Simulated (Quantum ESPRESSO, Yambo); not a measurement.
# GaP (F-43m): a self-consistent loop beyond G0W0, cycle by cycle, part 2 of 2

Wanted: G0W0 and self-consistent gaps of GaP (F-43m), with the cost of the cycles.

Quantum ESPRESSO 7.5 and Yambo 5.3.0; PBE and many-body steps on it, plane waves. Known limits of the many-body steps: not at the basis limit; exchange with frozen shells missing; no spin-orbit coupling; coarse k mesh.

So far. Step 4 (G0W0): The gap on the mesh goes from 1.65 eV to 2.15 eV, a correction of +0.50 eV. Step 5 (evGW0, cycle 1): Against G0W0 in Yambo (4×4×4 mesh, 100 bands, screening to 129.3 eV, Godby-Needs plasmon pole), the gap moves by +0.061 eV.

## 6. evGW0, cycle 2

Level of this step: evGW0 on PBE, plane waves, norm-conserving pseudopotentials (Yambo).

The corrected levels of the last cycle go back in.

Input file gw3.in:

```
HF_and_locXC
gw0
dyson
ppa
em1d
rim_cut
RandQpts= 1000000
RandGvec= 1 RL
EXXRLvcs= 72 Ry
VXCRLvcs= 288 Ry
Chimod= "HARTREE"
% BndsRnXp
 1 | 100 |
%
NGsBlkXp= 9.5 Ry
% LongDrXp
 1 | 1 | 1 |
%
% GbndRnge
 1 | 100 |
%
DysSolver= "n"
ExtendOut
PPAPntXp= 27.21138 eV
% QPkrange
 1 | 8 | 6 | 13 |
%
GfnQPdb= "E < ./gw2_fix/ndb.QP"
```

Started as:

```sh
$ OMP_NUM_THREADS=1 mpirun -n 4 yambo -F gw3.in -J gw3,gw1_W -C gw3 > gw3.log
```

Log:

```text
 Yambo, version 5.3.0

 [02] CORE Variables Setup
 =========================

  [... cell, symmetries and grids as in the set-up ...]

  [02.05] Energies & Occupations
  ==============================

  [X] === General ===
  [X] Electronic Temperature                        :  0.000000  0.000000 [eV K]
  [X] Bosonic    Temperature                        :  0.000000  0.000000 [eV K]
  [X] Finite Temperature mode                       : no
  [X] El. density                                   :  0.44466E+24 [cm-3]
[...]
Sx RL components                                 :  2837

   QP @ state[ 1 ] K range                          :   1   8
   QP @ state[ 1 ] b range                          :   6  13
   GF energies kind                                 : Perdew, Burke & Ernzerhof(X)+Perdew, Burke & Ernzerhof(C)+ E < ./gw1/ndb.QP + @E Fit+ E < ./gw2_fix/
   GF WF`s kind                                     : Perdew, Burke & Ernzerhof(X)+Perdew, Burke & Ernzerhof(C)
   Xs energies kind                                 : Perdew, Burke & Ernzerhof(X)+Perdew, Burke & Ernzerhof(C)
   Xs WF`s kind                                     : Perdew, Burke & Ernzerhof(X)+Perdew, Burke & Ernzerhof(C)

 [13] Game Over & Game summary
```

Elapsed: 2.2 min, on 4 MPI ranks of Arm Neoverse V1, shared host; peak memory 1.4 GiB; 8.9 min of CPU time.

Numbers from this step:

```
quasiparticle gap on the mesh                         : 2.218 eV
gap of the density functional on the mesh             : 1.653 eV
k of the valence top                                  : 0, 0, 0
k of the conduction bottom                            : 0, -0.5, -0.5
least direct quasiparticle gap on the computed points : 2.429 eV
```

Against the cycle before, the gap moves by +0.007 eV.

The program's own table gives 2.320 eV, which is too large where the input levels are shifted: this version takes Σc at the unshifted level E₀, yet steps from the shifted one. The value above is the Newton step from E₀, E₀ + Z(Σc + Σx − Vxc), rebuilt from the printed columns.

## 7. evGW, cycle 1

This step: evGW on PBE, plane waves, norm-conserving pseudopotentials.

gw4.in, as its differences from gw3.in of step 6:

```diff
@@ -27,2 +27,3 @@
 %
-GfnQPdb= "E < ./gw2_fix/ndb.QP"
+GfnQPdb= "E < ./gw1/ndb.QP"
+XfnQPdb= "E < ./gw1/ndb.QP"
```

Started as:

```sh
$ OMP_NUM_THREADS=1 mpirun -n 4 yambo -F gw4.in -J gw4 -C gw4 > gw4.log
```

Log:

```text
 Yambo, version 5.3.0

 [02] CORE Variables Setup
 =========================

  [... cell, symmetries and grids as in the set-up ...]

  [02.05] Energies & Occupations
  ==============================

  [X] === General ===
  [X] Electronic Temperature                        :  0.000000  0.000000 [eV K]
  [X] Bosonic    Temperature                        :  0.000000  0.000000 [eV K]
  [X] Finite Temperature mode                       : no
  [X] El. density                                   :  0.44466E+24 [cm-3]
[...]
Sx RL components                                 :  2837

   QP @ state[ 1 ] K range                          :   1   8
   QP @ state[ 1 ] b range                          :   6  13
   GF energies kind                                 : Perdew, Burke & Ernzerhof(X)+Perdew, Burke & Ernzerhof(C)+ E < ./gw1/ndb.QP + @E Fit
   GF WF`s kind                                     : Perdew, Burke & Ernzerhof(X)+Perdew, Burke & Ernzerhof(C)
   Xs energies kind                                 : Perdew, Burke & Ernzerhof(X)+Perdew, Burke & Ernzerhof(C)
   Xs WF`s kind                                     : Perdew, Burke & Ernzerhof(X)+Perdew, Burke & Ernzerhof(C)

 [15] Game Over & Game summary
```

It took 2.6 min on 4 MPI ranks; peak memory 1.4 GiB; 10 min of CPU time.

Numbers from this step:

```
quasiparticle gap on the mesh                         : 2.284 eV
gap of the density functional on the mesh             : 1.653 eV
k of the valence top                                  : 0, 0, 0
k of the conduction bottom                            : 0, -0.5, -0.5
least direct quasiparticle gap on the computed points : 2.489 eV
```

Against G0W0 in Yambo (4×4×4 mesh, 100 bands, screening to 129.3 eV, Godby-Needs plasmon pole), the gap moves by +0.133 eV.

The program's own table gives 2.371 eV, which is too large where the input levels are shifted: this version takes Σc at the unshifted level E₀, yet steps from the shifted one. The value above is the Newton step from E₀, E₀ + Z(Σc + Σx − Vxc), rebuilt from the printed columns.

## 8. evGW, cycle 2

gw5.in, as its differences from gw4.in of step 7:

```diff
@@ -27,3 +27,3 @@
 %
-GfnQPdb= "E < ./gw1/ndb.QP"
-XfnQPdb= "E < ./gw1/ndb.QP"
+GfnQPdb= "E < ./gw4_fix/ndb.QP"
+XfnQPdb= "E < ./gw4_fix/ndb.QP"
```

Started as:

```sh
$ OMP_NUM_THREADS=1 mpirun -n 4 yambo -F gw5.in -J gw5 -C gw5 > gw5.log
```

Log:

```text
 Yambo, version 5.3.0

 [02] CORE Variables Setup
 =========================

  [... cell, symmetries and grids as in the set-up ...]

  [02.05] Energies & Occupations
  ==============================

  [X] === General ===
  [X] Electronic Temperature                        :  0.000000  0.000000 [eV K]
  [X] Bosonic    Temperature                        :  0.000000  0.000000 [eV K]
  [X] Finite Temperature mode                       : no
  [X] El. density                                   :  0.44466E+24 [cm-3]
[...]
Sx RL components                                 :  2837

   QP @ state[ 1 ] K range                          :   1   8
   QP @ state[ 1 ] b range                          :   6  13
   GF energies kind                                 : Perdew, Burke & Ernzerhof(X)+Perdew, Burke & Ernzerhof(C)+ E < ./gw1/ndb.QP + @E Fit+ E < ./gw4_fix/
   GF WF`s kind                                     : Perdew, Burke & Ernzerhof(X)+Perdew, Burke & Ernzerhof(C)
   Xs energies kind                                 : Perdew, Burke & Ernzerhof(X)+Perdew, Burke & Ernzerhof(C)
   Xs WF`s kind                                     : Perdew, Burke & Ernzerhof(X)+Perdew, Burke & Ernzerhof(C)

 [15] Game Over & Game summary
```

Run time: 2.6 min. Hardware: 4 MPI ranks; peak memory 1.4 GiB.

Numbers from this step:

```
quasiparticle gap on the mesh                         : 2.317 eV
gap of the density functional on the mesh             : 1.653 eV
k of the valence top                                  : 0, 0, 0
k of the conduction bottom                            : 0, -0.5, -0.5
least direct quasiparticle gap on the computed points : 2.525 eV
```

Against the cycle before, the gap moves by +0.033 eV.

The program's own table gives 2.425 eV, which is too large where the input levels are shifted: this version takes Σc at the unshifted level E₀, yet steps from the shifted one. The value above is the Newton step from E₀, E₀ + Z(Σc + Σx − Vxc), rebuilt from the printed columns.

## 9. evGW, cycle 3

gw6.in, as its differences from gw5.in of step 8:

```diff
@@ -27,3 +27,3 @@
 %
-GfnQPdb= "E < ./gw4_fix/ndb.QP"
-XfnQPdb= "E < ./gw4_fix/ndb.QP"
+GfnQPdb= "E < ./gw5_fix/ndb.QP"
+XfnQPdb= "E < ./gw5_fix/ndb.QP"
```

Started as:

```sh
$ OMP_NUM_THREADS=1 mpirun -n 4 yambo -F gw6.in -J gw6 -C gw6 > gw6.log
```

Log:

```text
 Yambo, version 5.3.0

 [02] CORE Variables Setup
 =========================

  [... cell, symmetries and grids as in the set-up ...]

  [02.05] Energies & Occupations
  ==============================

  [X] === General ===
  [X] Electronic Temperature                        :  0.000000  0.000000 [eV K]
  [X] Bosonic    Temperature                        :  0.000000  0.000000 [eV K]
  [X] Finite Temperature mode                       : no
  [X] El. density                                   :  0.44466E+24 [cm-3]
[...]
Sx RL components                                 :  2837

   QP @ state[ 1 ] K range                          :   1   8
   QP @ state[ 1 ] b range                          :   6  13
   GF energies kind                                 : Perdew, Burke & Ernzerhof(X)+Perdew, Burke & Ernzerhof(C)+ E < ./gw1/ndb.QP + @E Fit+ E < ./gw4_fix/
   GF WF`s kind                                     : Perdew, Burke & Ernzerhof(X)+Perdew, Burke & Ernzerhof(C)
   Xs energies kind                                 : Perdew, Burke & Ernzerhof(X)+Perdew, Burke & Ernzerhof(C)
   Xs WF`s kind                                     : Perdew, Burke & Ernzerhof(X)+Perdew, Burke & Ernzerhof(C)

 [15] Game Over & Game summary
```

Elapsed: 2.6 min, on 4 MPI ranks; peak memory 1.4 GiB; 10 min of CPU time.

Numbers from this step:

| Item | Value |
| --- | --- |
| quasiparticle gap on the mesh | 2.327 eV |
| gap of the density functional on the mesh | 1.653 eV |
| k of the valence top | 0, 0, 0 |
| k of the conduction bottom | 0, -0.5, -0.5 |
| least direct quasiparticle gap on the computed points | 2.537 eV |

Against the cycle before, the gap moves by +0.010 eV.

The program's own table gives 2.439 eV, which is too large where the input levels are shifted: this version takes Σc at the unshifted level E₀, yet steps from the shifted one. The value above is the Newton step from E₀, E₀ + Z(Σc + Σx − Vxc), rebuilt from the printed columns.

## 10. The runs together

Times are wall times on 4 MPI ranks of Arm Neoverse V1, shared host, good to a factor of about two.

```csv
run,mesh,bands,screening cutoff (eV),DFT gap (eV),gap on the mesh (eV),direct (eV),time
G0W0,4×4×4,100,129.3,1.653,2.150,2.352,2.6 min
"evGW0, cycle 1",4×4×4,100,129.3,1.653,2.211,2.421,2.2 min
"evGW0, cycle 2",4×4×4,100,129.3,1.653,2.218,2.429,2.2 min
"evGW, cycle 1",4×4×4,100,129.3,1.653,2.284,2.489,2.6 min
"evGW, cycle 2",4×4×4,100,129.3,1.653,2.317,2.525,2.6 min
"evGW, cycle 3",4×4×4,100,129.3,1.653,2.327,2.537,2.6 min
```

## 11. Summary of results

| Quantity | Value |
| --- | --- |
| G0W0 | 2.150 eV |
| evGW0, cycle 1 | 2.211 eV |
| evGW0, cycle 2 | 2.218 eV |
| evGW, cycle 1 | 2.284 eV |
| evGW, cycle 2 | 2.317 eV |
| evGW, cycle 3 | 2.327 eV |
| known limits | not at the basis limit; exchange with frozen shells missing; no spin-orbit coupling; coarse k mesh |

In words: evGW0 ends at 2.22 eV, +0.07 eV from G0W0, after 2 cycles that took 4.4 min beside the first screening; the last moved the gap by 0.007 eV. evGW ends at 2.33 eV, +0.18 eV from G0W0, after 3 cycles that took 7.9 min beside the first screening; the last moved the gap by 0.010 eV. Against experiment, by evGW, cycle 3: the gap of 2.33 eV lies +0.08 eV from the measured 2.25 ± 0.04 eV (indirect, 300 K, on Si, 2020). These are gaps on the mesh, at modest bands and cutoff. The calculation has static nuclei and no excitons; a measured gap holds zero-point and thermal motion, which mostly lowers it. Bands and cutoff are finite, so the gap is not at the basis limit. The miss can reach some tenths of an eV and take either sign; the mesh is an error of its own. A denser mesh or path gives a starting gap of 1.59 eV: the GW mesh misses a band edge, so its gaps are not the fundamental one. The 4×4×4 mesh is coarse for this cell, which bears on the long-range parts of exchange and screening. The norm-conserving file of at least one element keeps a d shell over frozen s and p shells of the same row. Exchange with those shells is missing from the self-energy, an error of 0.3 to 0.9 eV in cases checked, whose sign depends on which edge lies on those atoms. The many-body steps are scalar-relativistic: spin-orbit coupling is not in them.

[Paths, hosts, dates, memory and timing lines, banners, echoed tables and standing remarks are left out of the program output.]

[Logs are printed without paths, hosts, clocks, repeated set-up lines and the standing remarks that a program may print on its own settings, such as how far it seeks lower states.]

[Runs of the session that timed out or met a known fault of the program may be left out.]

[Hosts, paths, dates, database ids (printed as entryN), source tags and the programs' standing remarks are cut or masked in the printed files.]
